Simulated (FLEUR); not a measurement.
SnSe2:

```xyz
3
Lattice="3.8110 0.0000 0.0000 -1.9055 3.3004 0.0000 0.0000 0.0000 6.1360" Properties=species:S:1:pos:R:3 pbc="T T T"
Sn    0.0000    0.0000    0.0000
Se    1.9055    1.1001    4.6081
Se    0.0000    2.2003    1.5279
```

Base run:

```yaml
Program: FLEUR MaX-R8.1 (later development tree)
Functional: PBEsol
Potentials_or_basis: all-electron
Basis: FLAPW
Kmax: 4.3 1/bohr
k_mesh: 8 × 8 × 5
Occupations: fermi-dirac, width 0.05 eV
Spin: no spin polarisation
```

Its results: band gap on the k mesh 0.74 eV, indirect (least direct gap 1.01 eV).

Task: The run is repeated on the same cell with these changes: functional from PBEsol to LDA (Moruzzi-Janak-Williams). What comes out?

Result: Band gap on the k mesh 0.67 eV, indirect (least direct gap 0.88 eV).

Caveats: spin-orbit coupling is left out, which moves the levels of the heavy elements.

A k mesh can miss the band edges.
